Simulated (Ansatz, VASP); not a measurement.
**One calculation of NaF (Villiaumite), two programs**

```
Na F
1.0
     0.00000    2.24052    2.24052
     2.24052    0.00000    2.24052
     2.24052    2.24052    0.00000
Na F
1 1
Direct
  0.00000 0.00000 0.00000
  0.50000 0.50000 0.50000
```

Alike in both runs: task single point; functional LDA; k mesh 10 × 10 × 10; no spin polarisation.

```csv
,VASP,Ansatz
version,VASP 6.6.1,Ansatz 0.2.0
potentials or method,"VASP PAW LDA potentials, release 64 (Na_pv, F), cutoff 520 eV","all-electron LAPW, scalar-relativistic"
occupations,"gaussian, width 0.01 eV",fixed
```

VASP gave:

| Property | Result |
| --- | --- |
| gap on the k mesh at the Fermi level (eV) | 6.52 |
| pressure (GPa) | 0.9 |

**Question.** What did Ansatz give for the same quantities?

**Answer.** gap on the k mesh at the Fermi level (eV): 6.53; pressure (GPa): 1.0.

Ansatz ran all-electron here, so the differences hold the error of VASP's frozen core and of both bases.

A k mesh can miss the band edges. As with any semilocal functional, this LDA gap is likely too small.
